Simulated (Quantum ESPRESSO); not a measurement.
Wanted: the native input for a Quantum ESPRESSO 7.5 run.

| Item | Value |
| --- | --- |
| Task | projected density of states |
| Functional | PBE |
| Potentials or basis | SSSP 1.3 efficiency PBE |
| Cutoff | 748 eV |
| Density cutoff | 5987 eV |
| k mesh | 9 × 9 × 9 |
| Occupations | fermi-dirac, width 0.05 eV |
| Spin | no spin polarisation |
| Hubbard projectors | ortho-atomic |
| Mixing beta | 0.5 |
| Most SCF iterations | 120 |
| SCF threshold | 6e-10 Ry |
| Dos occupations | tetrahedra_opt |

The system is ZrO2.

```xyz
3
Lattice="0.0000 2.5451 2.5451 2.5451 0.0000 2.5451 2.5451 2.5451 0.0000" Properties=species:S:1:pos:R:3 pbc="T T T"
Zr    0.0000    0.0000    0.0000
O     3.8176    3.8176    3.8176
O     1.2725    1.2725    1.2725
```

Measurements of this composition are mostly on another form, of space group No. 14.

These files were run (other wordings do the same):

pw.in

```
&CONTROL
  calculation = 'scf'
  prefix = 'pwscf'
  outdir = './tmp'
  pseudo_dir = './pseudo'
  tprnfor = .true.
  tstress = .true.
  disk_io = 'low'
/
&SYSTEM
  ibrav = 0
  nat = 3
  ntyp = 2
  ecutwfc = 55
  ecutrho = 440
  nbnd = 19
  occupations = 'smearing'
  smearing = 'fd'
  degauss = 0.00367493
/
&ELECTRONS
  conv_thr = 6d-10
  electron_maxstep = 120
  mixing_beta = 0.5
/
ATOMIC_SPECIES
Zr    91.2240 Zr_pbe_v1.uspp.F.UPF
O     15.9990 O.pbe-n-kjpaw_psl.0.1.UPF
CELL_PARAMETERS angstrom
   0.0000000000    2.5450727058    2.5450727058
   2.5450727058    0.0000000000    2.5450727058
   2.5450727058    2.5450727058    0.0000000000
ATOMIC_POSITIONS angstrom
Zr     0.0000000000    0.0000000000    0.0000000000
O      3.8176090587    3.8176090587    3.8176090587
O      1.2725363529    1.2725363529    1.2725363529
K_POINTS automatic
9 9 9 0 0 0
```

nscf.in

```
&CONTROL
  calculation = 'nscf'
  prefix = 'pwscf'
  outdir = './tmp'
  pseudo_dir = './pseudo'
  disk_io = 'low'
/
&SYSTEM
  ibrav = 0
  nat = 3
  ntyp = 2
  ecutwfc = 55
  ecutrho = 440
  nbnd = 19
  occupations = 'tetrahedra_opt'
/
&ELECTRONS
  conv_thr = 1d-08
  electron_maxstep = 120
  mixing_beta = 0.5
  startingwfc = 'random'
/
ATOMIC_SPECIES
Zr    91.2240 Zr_pbe_v1.uspp.F.UPF
O     15.9990 O.pbe-n-kjpaw_psl.0.1.UPF
CELL_PARAMETERS angstrom
   0.0000000000    2.5450727058    2.5450727058
   2.5450727058    0.0000000000    2.5450727058
   2.5450727058    2.5450727058    0.0000000000
ATOMIC_POSITIONS angstrom
Zr     0.0000000000    0.0000000000    0.0000000000
O      3.8176090587    3.8176090587    3.8176090587
O      1.2725363529    1.2725363529    1.2725363529
K_POINTS automatic
14 14 14 0 0 0
```

projwfc.in

```
&PROJWFC
  prefix = 'pwscf'
  outdir = './tmp'
  filpdos = 'p'
  Emin = -1
  Emax = 24
  DeltaE = 0.05
/
```

Potentials or basis: SSSP 1.3 efficiency PBE.

Command:

```bash
$ OMP_NUM_THREADS=1 pw.x -in pw.in > pw.out
$ OMP_NUM_THREADS=1 pw.x -in nscf.in > nscf.out
$ OMP_NUM_THREADS=1 projwfc.x -in projwfc.in > projwfc.out
```

Results of the run:

- Pressure: 3.2 GPa
- Band gap on the k mesh: 3.41 eV, indirect (least direct gap 3.89 eV)
- Loewdin charges: Zr +0.99; O -0.47 e

Caveat: an odd mesh through Γ misses points on the zone boundary, where band edges often lie.

Run time: 76 s on 1 thread of Arm Neoverse V1, on a shared host, peak memory 0.18 GiB.
